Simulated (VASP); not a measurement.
# Rh (Fm-3m) in VASP: a series of runs

The runs below take Rh through relaxation of cell and atoms, with LDA, PBEsol.

Everything below comes from runs of VASP 6.6.1. Logs are shortened: lines on timing, memory, paths and dates and some standing lists are left out, and cuts for length are marked.

### Step 1. The crystal as given

The structure is cubic, space group Fm-3m (No. 225). The conventional cell has a = 3.757 Å, b = 3.757 Å, c = 3.757 Å, α = 90.00°, β = 90.00°, γ = 90.00°. Rh (site symmetry m-3m) is surrounded by 12 Rh at 2.66 Å.

### Step 2. Relaxation of cell and atoms, LDA

Input file INCAR:

```
PREC     = Accurate       # precision mode
ENCUT    = 600            # plane-wave cutoff, eV
EDIFF    = 1E-7           # SCF threshold, eV
ISMEAR   = 1              # smearing method
SIGMA    = 0.1            # smearing width, eV
LREAL    = F              # projectors in reciprocal space
LASPH    = T              # aspherical terms in the spheres
NELM     = 80             # most SCF steps
ALGO     = Normal         # electronic algorithm
ISIF     = 3              # what is computed and relaxed
LWAVE    = F              # write WAVECAR
LCHARG   = F              # write CHGCAR
GGA      = CA             # functional
IBRION   = 2              # ionic algorithm
NSW      = 90             # ionic steps
EDIFFG   = -0.005         # ionic threshold
```

Input file KPOINTS:

```
regular mesh
0
Gamma
  16 16 16
```

Input file POSCAR:

```
Rh                                      
1.0
    0.0000000000      1.8784967767      1.8784967767
    1.8784967767      0.0000000000      1.8784967767
    1.8784967767      1.8784967767     -0.0000000000
  Rh            
     1
Direct
     0.0000000000000000    1.0000000000000000    0.0000000000000000
```

Potentials or basis: VASP PAW LDA potentials, release 64 (Rh_pv).

Command:

```console
cat potpaw_LDA.64/Rh_pv/POTCAR > POTCAR
mpirun -np 1 vasp_std > vasp.out
```

OUTCAR:

```text
PREC = Accurate
   ENCUT = 600
   EDIFF = 1E-7
   ISMEAR = 1
   LREAL = F
   LASPH = T
   NELM = 80
   ISIF = 3
   GGA = CA
   IBRION = 2
   NSW = 90
   EDIFFG = -0.005

 ion  position               nearest neighbor table
   1  0.000  0.000  0.000-

  LATTYP: Found a face centered cubic cell.
 ALAT       =     3.7569935534

  Lattice vectors:

 A1 = (   0.0000000000,   1.8784967767,   1.8784967767)
 A2 = (   1.8784967767,   0.0000000000,   1.8784967767)
 A3 = (   1.8784967767,   1.8784967767,   0.0000000000)

Analysis of symmetry for initial positions (statically):
=====================================================================
 Subroutine PRICEL returns:
 Original cell was already a primitive cell.

 Routine SETGRP: Setting up the symmetry group for a
 face centered cubic supercell.

 Subroutine GETGRP returns: Found 48 space group operations
 (whereof 48 operations were pure point group operations)
 out of a pool of 48 trial point group operations.

The static configuration has the point symmetry O_h .

Analysis of symmetry for dynamics (positions and initial velocities):
=====================================================================
 Subroutine PRICEL returns:
 Original cell was already a primitive cell.

 Routine SETGRP: Setting up the symmetry group for a
 face centered cubic supercell.

 Subroutine GETGRP returns: Found 48 space group operations
 (whereof 48 operations were pure point group operations)
 out of a pool of 48 trial point group operations.

The dynamic configuration has the point symmetry O_h .

 Subroutine INISYM returns: Found 48 space group operations
 (whereof 48 operations are pure point group operations),
 and found     1 'primitive' translations

----------------------------------------------------------------------------------------

                                     Primitive cell

  volume of cell :      13.2575

  direct lattice vectors                    reciprocal lattice vectors
     0.000000000  1.878496777  1.878496777    -0.266170273  0.266170273  0.266170273
     1.878496777  0.000000000  1.878496777     0.266170273 -0.266170273  0.266170273
     1.878496777  1.878496777  0.000000000     0.266170273  0.266170273 -0.266170273

  length of vectors
     2.656595618  2.656595618  2.656595618     0.461020436  0.461020436  0.461020436

  position of ions in fractional coordinates (direct lattice)
     0.000000000  0.000000000  0.000000000

  ion indices of the primitive-cell ions
   primitive index   ion index
                 1           1

----------------------------------------------------------------------------------------

 KPOINTS: regular mesh

Automatic generation of k-mesh.
 Grid dimensions read from file:
 generate k-points for:   16   16   16

 Generating k-lattice:

  Cartesian coordinates                     Fractional coordinates (reciprocal lattice)
    -0.016635642  0.016635642  0.016635642     0.062500000  0.000000000  0.000000000
     0.016635642 -0.016635642  0.016635642     0.000000000  0.062500000  0.000000000
     0.016635642  0.016635642 -0.016635642     0.000000000  0.000000000  0.062500000

  Length of vectors
     0.028813777  0.028813777  0.028813777

  Shift w.r.t. Gamma in fractional coordinates (k-lattice)
     0.000000000  0.000000000  0.000000000

 Subroutine IBZKPT returns following result:
 ===========================================

 Found    145 irreducible k-points:

 Following reciprocal coordinates:
            Coordinates               Weight
  0.000000  0.000000  0.000000      1.000000
  0.062500  0.000000  0.000000      8.000000
  0.125000  0.000000  0.000000      8.000000
  0.187500  0.000000  0.000000      8.000000
  0.250000  0.000000  0.000000      8.000000
  0.312500  0.000000  0.000000      8.000000
[... 16 lines left out ...]
 -0.125000  0.062500  0.000000     24.000000
 -0.062500  0.062500  0.000000     12.000000
 [... further k-points ...]
   k-points           NKPTS =    145   k-points in BZ     NKDIM =    145   number of bands    NBANDS=     11
   number of dos      NEDOS =    301   number of ions     NIONS =      1
   total plane-waves  NPLWV =  13824
   dimension x,y,z NGX =    24 NGY =   24 NGZ =   24
   dimension x,y,z NGXF=    48 NGYF=   48 NGZF=   48
   ions per type =               1
   NGX,Y,Z   is equivalent  to a cutoff of  15.02, 15.02, 15.02 a.u.
   NGXF,Y,Z  is equivalent  to a cutoff of  30.04, 30.04, 30.04 a.u.
 SYSTEM =  unknown system
   PREC   = accura    normal or accurate (medium, high low for compatibility)
   ISTART =      0    job   : 0-new  1-cont  2-samecut
   ICHARG =      2    charge: 1-file 2-atom 10-const
   ISPIN  =      1    spin polarized calculation?
   LNONCOLLINEAR =      F non collinear calculations
   LSORBIT =      F    spin-orbit coupling
   LASPH  =      T    aspherical Exc in radial PAW
   ENCUT  =  600.0 eV  44.10 Ry    6.64 a.u.   5.31  5.31  5.31*2*pi/ulx,y,z
   NELM   =     80;   NELMIN=  2; NELMDL= -5     # of ELM steps
   EDIFF  = 0.1E-06   stopping-criterion for ELM
   LREAL  =      F    real-space projection
   EDIFFG = -.5E-02   stopping-criterion for IOM
   NSW    =     90    number of steps for IOM
   IBRION =      2    ionic relax: 0-MD 1-quasi-New 2-CG
   NFREE  =      1    steps in history (QN), initial steepest desc. (CG)
   ISIF   =      3    stress and relaxation
   ISYM   =      2    0-nonsym 1-usesym 2-fastsym
   POTIM  = 0.5000    time-step for ionic-motion
   TEBEG  =    0.0;   TEEND  =   0.0 temperature during run
   PSTRESS=    0.0 pullay stress
   NELECT =      15.0000    total number of electrons
   NUPDOWN=      -1.0000    fix difference up-down
   EMIN   =  10.00;   EMAX   =-10.00  energy-range for DOS
   EFERMI =   0.00;   METHOD = LEGACY
   ISMEAR =     1;   SIGMA  =   0.10  broadening in eV -4-tet -1-fermi 0-gaus
   EFERMI_NEDOS =   21; number of points for ismear=-14 and -15
   IALGO  =     38    algorithm
   IMIX   =      4    mixing-type and parameters
     AMIX     =   0.40;   BMIX     =  1.00
     AMIX_MAG =   1.60;   BMIX_MAG =  1.00
  volume/ion in A,a.u.               =      13.26        89.47
  Fermi-wavevector in a.u.,A,eV,Ry     =   1.705892  3.223668 39.593860  2.910067
  Thomas-Fermi vector in A             =   2.785028
   LORBIT       =      0    0 simple, 1 ext, 2 COOP (PROOUT), +10 PAW based schemes
   GGA     = CA    functional components
   LHFCALC =     F    Hartree Fock is set to
   AEXX    =    0.0000 exact exchange contribution
   IVDW    =     0    specifies the selected vdW correction
   LEPSILON=     F    determine dielectric tensor
   LRPA    =     F    only Hartree local field effects (RPA)
 conjugate gradient relaxation of ions
 non-spin polarized calculation
 Methfessel and Paxton  Order N= 1 SIGMA  =   0.10
  energy-cutoff  :      600.00
  volume of cell :       13.26
 maximum number of plane-waves:       459
 NGX is ok and might be reduce to    24
   NGX = 11   NGY = 11   NGZ = 11

 number of electron      15.0000001 magnetization

 Free energy of the ion-electron system (eV)
  ---------------------------------------------------
  ext. energy  EPLUGINS =         0.00000000
  ---------------------------------------------------
  free energy    TOTEN  =        -8.68231607 eV

  energy without entropy =       -8.68212596  energy(sigma->0) =       -8.68225270

 E-fermi :  12.3845     XC(G=0): -14.5841

 val. band max:       12.3821409887   @ k =  -0.3750   0.2500   0.0000
 cond. band min:      12.3897341504   @ k =   0.3125   0.2500   0.0000
 fundamental gap:      0.0075931617
 Fermi energy:        12.3844557998

 k-point     1 :       0.0000    0.0000    0.0000
  band No.  band energies     occupation
      1     -33.8284      2.00000
      2     -33.8284      2.00000
      3     -33.8284      2.00000
      4       4.0964      2.00000
      5       9.1084      2.00000
      6       9.1084      2.00000
      7       9.1084      2.00000
      8      11.3600      2.00000
      9      11.3600      2.00000
     10      28.3086      0.00000
     11      32.6530      0.00000

 k-point     2 :       0.0625    0.0000    0.0000
  band No.  band energies     occupation
      1     -33.8617      2.00000
      2     -33.8328      2.00000
      3     -33.8328      2.00000
      4       4.2599      2.00000
      5       9.0340      2.00000
      6       9.1736      2.00000
      7       9.1736      2.00000
      8      11.3224      2.00000
      9      11.3224      2.00000
     10      28.5553      0.00000
     11      32.6499      0.00000

 k-point     3 :       0.1250    0.0000    0.0000
  band No.  band energies     occupation
      1     -33.9565      2.00000
      2     -33.8455      2.00000
      3     -33.8455      2.00000
      4       4.7208      2.00000
      5       8.8594      2.00000
      6       9.3365      2.00000
      7       9.3365      2.00000
      8      11.2503      2.00000
      9      11.2503      2.00000
     10      29.1991      0.00000
     11      31.3917      0.00000

 k-point     4 :       0.1875    0.0000    0.0000
  band No.  band energies     occupation
      1     -34.0967      2.00000
      2     -33.8644      2.00000
      3     -33.8644      2.00000
      4       5.3646      2.00000
      5       8.7421      2.00000
      6       9.4891      2.00000
      7       9.4891      2.00000
      8      11.2689      2.00000
      9      11.2689      2.00000
     10      29.5447      0.00000
     11      29.9315      0.00000
[... 239 lines left out ...]
 k-point    22 :      -0.1875    0.0625    0.0000
  band No.  band energies     occupation
      1     -34.1564      2.00000
      2     -33.9033      2.00000
      3     -33.8628      2.00000
      4       5.7137      2.00000
      5       8.6101      2.00000
      6       9.5578      2.00000
      7       9.6045      2.00000
      8      10.9744      2.00000
      9      11.7111      2.00000
     10      29.0305      0.00000
     11      30.2171      0.00000

 k-point    23 :      -0.1250    0.0625    0.0000
  band No.  band energies     occupation
      1     -34.0126      2.00000
      2     -33.8772      2.00000
      3     -33.8450      2.00000
      4       5.0591      2.00000
      5       8.6911      2.00000
      6       9.4535      2.00000
      7       9.4879      2.00000
      8      10.9855      2.00000
      9      11.4668      2.00000
     10      29.6329      0.00000
     11      30.7728      0.00000

 k-point    24 :      -0.0625    0.0625    0.0000
  band No.  band energies     occupation
      1     -33.9086      2.00000
      2     -33.8524      2.00000
      3     -33.8344      2.00000
      4       4.5241      2.00000
      5       8.8948      2.00000
      6       9.2629      2.00000
      7       9.3145      2.00000
      8      11.1573      2.00000
      9      11.3854      2.00000
     10      28.9410      0.00000
     11      32.2560      0.00000

 [... further k-points ...]

------------------------ aborting loop because EDIFF is reached ----------------------------------------

  FORCE on cell =-STRESS in cart. coord.  units (eV):
  Direction    XX          YY          ZZ          XY          YZ          ZX
  --------------------------------------------------------------------------------------
  -------------------------------------------------------------------------------------
  Total       -0.0014486     -0.0014486     -0.0014486      0.0000000     -0.0000000      0.0000000
  in kB       -0.1750604     -0.1750604     -0.1750604      0.0000000     -0.0000000      0.0000000
  external PRESSURE =      -0.1750604 kB  Pullay stress =       0.0000000 kB

 VOLUME and BASIS-vectors are now :
 -----------------------------------------------------------------------------
  energy-cutoff  :      600.00
  volume of cell :       13.26
      direct lattice vectors                 reciprocal lattice vectors
     0.000000000  1.878496777  1.878496777    -0.266170273  0.266170273  0.266170273
     1.878496777  0.000000000  1.878496777     0.266170273 -0.266170273  0.266170273
     1.878496777  1.878496777  0.000000000     0.266170273  0.266170273 -0.266170273

 POSITION                                       TOTAL-FORCE (eV/Angst)
 -----------------------------------------------------------------------------------
      0.00000      0.00000      0.00000         0.000000      0.000000      0.000000
 -----------------------------------------------------------------------------------
    total drift:                                0.000000     -0.000000     -0.000000

  FREE ENERGIE OF THE ION-ELECTRON SYSTEM (eV)
  ---------------------------------------------------
  free  energy   TOTEN  =        -8.6823160661 eV

  energy  without entropy=       -8.6821259554  energy(sigma->0) =       -8.68225270

 reached required accuracy - stopping structural energy minimisation
```

It took 15 s on 1 thread of Intel Xeon Platinum 8488C (Sapphire Rapids), shared host; peak memory 0.14 GiB.

Results:

* Free energy: -8.6823 eV
* Pressure after relaxing: 0.0 GPa
* Band gap on the k mesh: none (metal or under the smearing width)

Final structure:
```
CELL_PARAMETERS angstrom
0.00000 1.87850 1.87850
1.87850 0.00000 1.87850
1.87850 1.87850 0.00000
ATOMIC_POSITIONS crystal
Rh 0.00000 0.00000 0.00000
```

Levels at points of the mesh, in eV from the Fermi level:
```csv
k point,band 4,band 5,band 6,band 7,band 8,band 9,band 10,band 11
"(0.00, 0.00, 0.00)",-8.29,-3.28,-3.28,-3.28,-1.02,-1.02,15.92,20.27
"(0.50, 0.00, 0.00)",-6.47,-3.35,-3.35,0.64,0.64,0.67,8.98,15.46
"(0.50, 0.50, 0.00)",-6.68,-6.31,0.62,1.07,1.07,3.26,12.73,13.43
```

Caveat: the relaxation stopped at its first step, so nothing moved.

### Step 3. Relaxation of cell and atoms, PBEsol

This run uses another cell than the first one, of 13.67 Å³/atom, 1.031 times its volume.

Input file INCAR:

```
PREC = Accurate ; ENCUT = 600
EDIFF = 1E-6 ; ISMEAR = 1
SIGMA = 0.1 ; LREAL = False
LASPH = True ; NELM = 80
ALGO = Normal ; ISIF = 3
LWAVE = False ; LCHARG = False
GGA = PS ; IBRION = 2
NSW = 90 ; EDIFFG = -0.01
```

Input file KPOINTS:

```
Automatic mesh
0
Gamma
  16 16 16
```

Input file POSCAR:

```
Rh
1.0
    0.0000000000      1.8978500000      1.8978500000
    1.8978500000      0.0000000000      1.8978500000
    1.8978500000      1.8978500000      0.0000000000
Rh
1
Direct
    0.0000000000      0.0000000000      0.0000000000
```

Potentials or basis: VASP PAW PBE potentials, release 64 (Rh_pv).

Command:

```console
cat potpaw_PBE.64/Rh_pv/POTCAR > POTCAR
mpirun -np 1 vasp_std > vasp.out
```

OUTCAR:

```text
PREC = Accurate
   ENCUT = 600
   EDIFF = 1E-6
   ISMEAR = 1
   LREAL = False
   LASPH = True
   NELM = 80
   ISIF = 3
   GGA = PS
   IBRION = 2
   NSW = 90
   EDIFFG = -0.01

 ion  position               nearest neighbor table
   1  0.000  0.000  0.000-

  LATTYP: Found a face centered cubic cell.
 ALAT       =     3.7957000000

  Lattice vectors:

 A1 = (   0.0000000000,   1.8978500000,   1.8978500000)
 A2 = (   1.8978500000,   0.0000000000,   1.8978500000)
 A3 = (   1.8978500000,   1.8978500000,   0.0000000000)

Analysis of symmetry for initial positions (statically):
=====================================================================
 Subroutine PRICEL returns:
 Original cell was already a primitive cell.

 Routine SETGRP: Setting up the symmetry group for a
[... 260 lines left out ...]
      2     -34.2653      2.00000
      3     -34.2653      2.00000
      4       3.9063      2.00000
      5       8.9141      2.00000
      6       8.9141      2.00000
      7       8.9141      2.00000
      8      11.0899      2.00000
      9      11.0899      2.00000
     10      28.0168      0.00000
     11      32.4191      0.00000
[... 309 lines left out ...]
 k-point    24 :      -0.0625    0.0625    0.0000
  band No.  band energies     occupation
      1     -34.3397      2.00000
      2     -34.2877      2.00000
      3     -34.2710      2.00000
      4       4.3265      2.00000
      5       8.7060      2.00000
      6       9.0644      2.00000
      7       9.1137      2.00000
      8      10.8945      2.00000
      9      11.1150      2.00000
     10      28.6248      0.00000
     11      31.9506      0.00000

 [... further k-points ...]

------------------------ aborting loop because EDIFF is reached ----------------------------------------

  FORCE on cell =-STRESS in cart. coord.  units (eV):
  Direction    XX          YY          ZZ          XY          YZ          ZX
  --------------------------------------------------------------------------------------
  -------------------------------------------------------------------------------------
  Total       -0.0039847     -0.0039847     -0.0039847      0.0000000      0.0000000      0.0000000
  in kB       -0.4730342     -0.4730342     -0.4730342      0.0000000      0.0000000      0.0000000
  external PRESSURE =      -0.4730342 kB  Pullay stress =       0.0000000 kB
[... 16 lines left out ...]
  FREE ENERGIE OF THE ION-ELECTRON SYSTEM (eV)
  ---------------------------------------------------
  free  energy   TOTEN  =        -8.1372204332 eV

  energy  without entropy=       -8.1369722014  energy(sigma->0) =       -8.13713769

 reached required accuracy - stopping structural energy minimisation
```

It took 61 s on 1 thread of Intel Xeon Platinum 8259CL at 2.50GHz (Skylake/Cascade Lake), shared host; peak memory 0.16 GiB.

What came out:

| Property | Result |
| --- | --- |
| Free energy | -8.1372 eV |
| Relaxed volume | 13.50 Å³/atom |
| Relaxed cell | a = 2.672 Å, b = 2.672 Å, c = 2.672 Å, α = 60.00°, β = 60.00°, γ = 60.00° |
| Space group after relaxing (to 0.05 Å) | Fm-3m (No. 225) |
| Energy gained by relaxing | 2.1 meV/atom |
| Ionic steps | 3 |
| Pressure after relaxing | 0.0 GPa |
| Band gap on the k mesh | none (metal or under the smearing width) |

The path:
```
step  energy change (eV)  largest force (eV/Å)  pressure (GPa)  volume (Å³)
   1              0.0000                0.0000           -3.74        13.67
   2              0.0125                0.0000           10.90        13.05
   3             -0.0021                0.0000           -0.05        13.50
```

Final structure:
```
CELL_PARAMETERS angstrom
0.00000 1.88971 1.88971
1.88971 0.00000 1.88971
1.88971 1.88971 0.00000
ATOMIC_POSITIONS crystal
Rh 0.00000 0.00000 0.00000
```

Levels at points of the mesh, in eV from the Fermi level:
```tsv
k point	band 5	band 6	band 7	band 8	band 9	band 10
(0.00, 0.00, 0.00)	-3.17	-3.17	-3.17	-1.00	-1.00	15.93
(0.50, 0.00, 0.00)	-3.25	-3.25	0.61	0.61	0.64	8.80
(0.50, 0.50, 0.00)	-6.13	0.59	1.04	1.04	3.21	12.48
```

Caveat: the PAW data sets were made with another functional, which shifts forces and pressure a little.

[end of part 1 of 2]
